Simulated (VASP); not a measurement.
# NaH (Fm-3m) in VASP: notebook

The runs below take NaH through single point, with PBE.

All numbers are computed with VASP 6.6.1; they aren't measurements. Logs are shortened: lines on timing, memory, paths and dates and some standing lists are left out, and cuts for length are marked.

## 1. Starting point

Symmetry: Fm-3m, No. 225, cubic system. Conventional cell: a = 4.880 Å, b = 4.880 Å, c = 4.880 Å, α = 90.00°, β = 90.00°, γ = 90.00°. Na (site symmetry m-3m) is surrounded by 6 H at 2.44 Å. H (site symmetry m-3m) has 6 Na at 2.44 Å as nearest neighbours.

## 2. Single point, PBE

File INCAR:

```
SYSTEM = NaH
PREC = Accurate
ENCUT = 450
EDIFF = 0.001
ISMEAR = 0
SIGMA = 0.05
LREAL = .False.
LASPH = .True.
NELM = 100
ALGO = Normal
ISIF = 2
LWAVE = .False.
LCHARG = .False.
GGA = PE
NBANDS = 11
ADDGRID = .False.
```

File KPOINTS:

```
Automatic mesh
0
Gamma
  5 5 5
  0 0 0
```

File POSCAR:

```
NaH
1.0
    0.0000000000      2.4400000000      2.4400000000
    2.4400000000      0.0000000000      2.4400000000
    2.4400000000      2.4400000000      0.0000000000
Na H
1 1
Direct
    0.0000000000      0.0000000000      0.0000000000
    0.5000000000      0.5000000000      0.5000000000
```

Potentials or basis: VASP PAW PBE potentials, release 64 (Na_pv, H).

Run with:

```
$ cat potpaw_PBE.64/Na_pv/POTCAR potpaw_PBE.64/H/POTCAR > POTCAR
$ mpirun -np 1 vasp_std > vasp.out
```

OUTCAR:

```text
SYSTEM = NaH
   PREC = Accurate
   ENCUT = 450
   EDIFF = 0.001
   ISMEAR = 0
   LREAL = .False.
   LASPH = .True.
   NELM = 100
   ISIF = 2
   GGA = PE

 Found     10 irreducible k-points:

 Following reciprocal coordinates:
            Coordinates               Weight
  0.000000  0.000000  0.000000      1.000000
  0.200000  0.000000  0.000000      8.000000
  0.400000  0.000000  0.000000      8.000000
  0.200000  0.200000  0.000000      6.000000
  0.400000  0.200000  0.000000     24.000000
 -0.400000  0.200000  0.000000     24.000000
   k-points           NKPTS =     10   k-points in BZ     NKDIM =     10   number of bands    NBANDS=     11
   number of dos      NEDOS =    301   number of ions     NIONS =      2
   total plane-waves  NPLWV =  13824
   dimension x,y,z NGX =    24 NGY =   24 NGZ =   24
   dimension x,y,z NGXF=    48 NGYF=   48 NGZF=   48
   ions per type =               1   1
   NGX,Y,Z   is equivalent  to a cutoff of  11.56, 11.56, 11.56 a.u.
   NGXF,Y,Z  is equivalent  to a cutoff of  23.13, 23.13, 23.13 a.u.
 SYSTEM =  NaH
   PREC   = accura    normal or accurate (medium, high low for compatibility)
   ISTART =      0    job   : 0-new  1-cont  2-samecut
   ICHARG =      2    charge: 1-file 2-atom 10-const
   ISPIN  =      1    spin polarized calculation?
   LNONCOLLINEAR =      F non collinear calculations
   LSORBIT =      F    spin-orbit coupling
   LASPH  =      T    aspherical Exc in radial PAW
   ENCUT  =  450.0 eV  33.07 Ry    5.75 a.u.   5.97  5.97  5.97*2*pi/ulx,y,z
   NELM   =    100;   NELMIN=  2; NELMDL= -5     # of ELM steps
   EDIFF  = 0.1E-02   stopping-criterion for ELM
   LREAL  =      F    real-space projection
   EDIFFG = 0.1E-01   stopping-criterion for IOM
   NSW    =      0    number of steps for IOM
   IBRION =     -1    ionic relax: 0-MD 1-quasi-New 2-CG
   NFREE  =      0    steps in history (QN), initial steepest desc. (CG)
   ISIF   =      2    stress and relaxation
   ISYM   =      2    0-nonsym 1-usesym 2-fastsym
   POTIM  = 0.5000    time-step for ionic-motion
   TEBEG  =    0.0;   TEEND  =   0.0 temperature during run
   PSTRESS=    0.0 pullay stress
   NELECT =       8.0000    total number of electrons
   NUPDOWN=      -1.0000    fix difference up-down
   EMIN   =  10.00;   EMAX   =-10.00  energy-range for DOS
   EFERMI =   0.00;   METHOD = LEGACY
   ISMEAR =     0;   SIGMA  =   0.05  broadening in eV -4-tet -1-fermi 0-gaus
   EFERMI_NEDOS =   21; number of points for ismear=-14 and -15
   IALGO  =     38    algorithm
   IMIX   =      4    mixing-type and parameters
     AMIX     =   0.40;   BMIX     =  1.00
     AMIX_MAG =   1.60;   BMIX_MAG =  1.00
  volume/ion in A,a.u.               =      14.53        98.03
  Fermi-wavevector in a.u.,A,eV,Ry     =   1.065054  2.012660 15.433636  1.134340
  Thomas-Fermi vector in A             =   2.200593
   LORBIT       =      0    0 simple, 1 ext, 2 COOP (PROOUT), +10 PAW based schemes
   GGA     = PE    functional components
   LHFCALC =     F    Hartree Fock is set to
   AEXX    =    0.0000 exact exchange contribution
   IVDW    =     0    specifies the selected vdW correction
   LEPSILON=     F    determine dielectric tensor
   LRPA    =     F    only Hartree local field effects (RPA)
 non-spin polarized calculation
 Gauss-broadening in eV      SIGMA  =   0.05
  energy-cutoff  :      450.00
  volume of cell :       29.05
 maximum number of plane-waves:       639
   NGX = 11   NGY = 11   NGZ = 11

 number of electron       7.9999989 magnetization

 Free energy of the ion-electron system (eV)
  ---------------------------------------------------
  ext. energy  EPLUGINS =         0.00000000
  ---------------------------------------------------
  free energy    TOTEN  =        -5.08497658 eV

  energy without entropy =       -5.08497658  energy(sigma->0) =       -5.08497658

 E-fermi :  -1.0773     XC(G=0):  -7.6736

 val. band max:       -1.2949458745   @ k =  -0.4000   0.4000   0.0000
 cond. band min:       3.2360063323   @ k =   0.4000   0.0000   0.0000
 fundamental gap:      4.5309522069
 Fermi energy:        -1.0772819339

 k-point     1 :       0.0000    0.0000    0.0000
  band No.  band energies     occupation
      1     -23.3596      2.00000
      2     -23.3596      2.00000
      3     -23.3596      2.00000
      4      -4.7370      2.00000
      5       8.9635      0.00000
      6      14.1770      0.00000
      7      14.1770      0.00000
      8      14.1770      0.00000
      9      14.9732      0.00000
     10      14.9732      0.00000
     11      14.9732      0.00000

 k-point     2 :       0.2000    0.0000    0.0000
  band No.  band energies     occupation
      1     -23.3892      2.00000
      2     -23.3632      2.00000
      3     -23.3632      2.00000
      4      -4.0794      2.00000
      5       6.8666      0.00000
      6      10.5481      0.00000
      7      12.8613      0.00000
      8      12.8613      0.00000
      9      16.2187      0.00000
     10      16.2187      0.00000
     11      16.8309      0.00000

 k-point     3 :       0.4000    0.0000    0.0000
  band No.  band energies     occupation
      1     -23.4361      2.00000
      2     -23.3689      2.00000
      3     -23.3689      2.00000
      4      -2.4854      2.00000
      5       3.2360      0.00000
      6       9.4783      0.00000
      7      12.0930      0.00000
      8      12.0930      0.00000
      9      15.0473      0.00000
     10      15.0474      0.00000
     11      17.4337      0.00000

 k-point     4 :       0.2000    0.2000    0.0000
  band No.  band energies     occupation
      1     -23.3877      2.00000
      2     -23.3696      2.00000
      3     -23.3696      2.00000
      4      -3.8727      2.00000
      5       6.9220      0.00000
      6      10.9473      0.00000
      7      11.1308      0.00000
      8      11.1308      0.00000
      9      14.3236      0.00000
     10      17.3089      0.00000
     11      19.9036      0.00000

 k-point     5 :       0.4000    0.2000    0.0000
  band No.  band energies     occupation
      1     -23.4210      2.00000
      2     -23.3794      2.00000
      3     -23.3762      2.00000
      4      -2.5883      2.00000
      5       4.5318      0.00000
      6       7.7231      0.00000
      7      10.4572      0.00000
      8      11.8298      0.00000
      9      14.6597      0.00000
     10      17.4864      0.00000
     11      18.4764      0.00000

 k-point     6 :      -0.4000    0.2000    0.0000
  band No.  band energies     occupation
      1     -23.4320      2.00000
      2     -23.3901      2.00000
      3     -23.3739      2.00000
      4      -1.7684      2.00000
      5       3.2487      0.00000
      6       6.5629      0.00000
      7      10.9621      0.00000
      8      11.7093      0.00000
      9      15.9806      0.00000
     10      17.0944      0.00000
     11      20.0646      0.00000

 [... further k-points ...]

------------------------ aborting loop because EDIFF is reached ----------------------------------------

  FORCE on cell =-STRESS in cart. coord.  units (eV):
  Direction    XX          YY          ZZ          XY          YZ          ZX
  --------------------------------------------------------------------------------------
  -------------------------------------------------------------------------------------
  Total       -0.2239671     -0.2239671     -0.2239671     -0.0000000     -0.0000000     -0.0000000
  in kB      -12.3508065    -12.3508065    -12.3508065     -0.0000000     -0.0000000     -0.0000000
  external PRESSURE =     -12.3508065 kB  Pullay stress =       0.0000000 kB

 VOLUME and BASIS-vectors are now :
 -----------------------------------------------------------------------------
  energy-cutoff  :      450.00
  volume of cell :       29.05
      direct lattice vectors                 reciprocal lattice vectors
     0.000000000  2.440000000  2.440000000    -0.204918033  0.204918033  0.204918033
     2.440000000  0.000000000  2.440000000     0.204918033 -0.204918033  0.204918033
     2.440000000  2.440000000  0.000000000     0.204918033  0.204918033 -0.204918033

 POSITION                                       TOTAL-FORCE (eV/Angst)
 -----------------------------------------------------------------------------------
      0.00000      0.00000      0.00000        -0.000000     -0.000000     -0.000000
      2.44000      2.44000      2.44000         0.000000      0.000000      0.000000
 -----------------------------------------------------------------------------------
    total drift:                                0.000000     -0.000000     -0.000000

  FREE ENERGIE OF THE ION-ELECTRON SYSTEM (eV)
  ---------------------------------------------------
  free  energy   TOTEN  =        -5.0849765811 eV

  energy  without entropy=       -5.0849765810  energy(sigma->0) =       -5.08497658
```

It took 2 s on 1 thread of Intel Xeon Platinum 8259CL at 2.50GHz (Skylake/Cascade Lake), shared host; peak memory 0.13 GiB.

These settings aren't checked as converged: the numbers below hold their error.

Results:

- Free energy: -5.0850 eV
- Pressure: -1.2 GPa
- Band gap on the k mesh: 4.53 eV, indirect (least direct gap 5.02 eV)

Caveat: the k mesh is coarse (spacing up to 0.45 Å⁻¹), so the values aren't converged; an odd mesh through Γ misses points on the zone boundary, where band edges often lie.

## 3. Single point, PBE

INCAR is that of step 2.

KPOINTS is that of step 2.

File POSCAR:

```
NaH
1.0
    0.0000000000      2.4400000000      2.4400000000
    2.4400000000      0.0000000000      2.4400000000
    2.4400000000      2.4400000000      0.0000000000
Na H
1 1
Direct
   -0.0187210000      0.0228060000      0.0160610000
    0.4668300000      0.5164870000      0.5214060000
```

Potentials or basis: VASP PAW PBE potentials, release 64 (Na_pv, H).

Run with:

```
$ cat potpaw_PBE.64/Na_pv/POTCAR potpaw_PBE.64/H/POTCAR > POTCAR
$ mpirun -np 1 vasp_std > vasp.out
```

Run time: 6 s. Hardware: 1 thread of Intel Xeon Platinum 8259CL at 2.50GHz (Skylake/Cascade Lake), shared host; peak memory 0.14 GiB.

The run converged, but some of its settings lie outside the range that counts as converged, so its numbers aren't taken as properties of the crystal.

Results:

| Quantity | Value |
| --- | --- |
| Free energy | -5.0838 eV |
| Pressure | -1.2 GPa |
| Largest force | 0.042 eV/Å |
| Band gap on the k mesh | 4.53 eV, indirect (least direct gap 5.02 eV) |

Caveat: the k mesh is coarse (spacing up to 0.45 Å⁻¹), so the values aren't converged; an odd mesh through Γ misses points on the zone boundary, where band edges often lie.

## 4. Single point, PBE

Changes to INCAR since step 3:

```diff
@@ -3,3 +3,3 @@
 ENCUT = 450
-EDIFF = 0.001
+EDIFF = 1E-4
 ISMEAR = 0
```

KPOINTS is that of step 3.

File POSCAR:

```
NaH
1.0
    0.0000000000      2.4400000000      2.4400000000
    2.4400000000      0.0000000000      2.4400000000
    2.4400000000      2.4400000000      0.0000000000
Na H
1 1
Direct
    0.0000000000      0.0000000000      0.0000000000
    0.5000000000      0.5000000000      0.5000000000
```

Run with:

```
$ cat potpaw_PBE.64/Na_pv/POTCAR potpaw_PBE.64/H/POTCAR > POTCAR
$ mpirun -np 1 vasp_std > vasp.out
```

Wall time 2.2 s (1 thread of Intel Xeon Platinum 8259CL at 2.50GHz (Skylake/Cascade Lake), shared host); peak memory 0.13 GiB.

The run converged, but some of its settings lie outside the range that counts as converged, so its numbers aren't taken as properties of the crystal.

Results:

| Property | Result |
| --- | --- |
| Free energy | -5.0850 eV |
| Pressure | -0.9 GPa |
| Band gap on the k mesh | 4.54 eV, indirect (least direct gap 5.02 eV) |

Caveat: the k mesh is coarse (spacing up to 0.45 Å⁻¹), so the values aren't converged; an odd mesh through Γ misses points on the zone boundary, where band edges often lie.
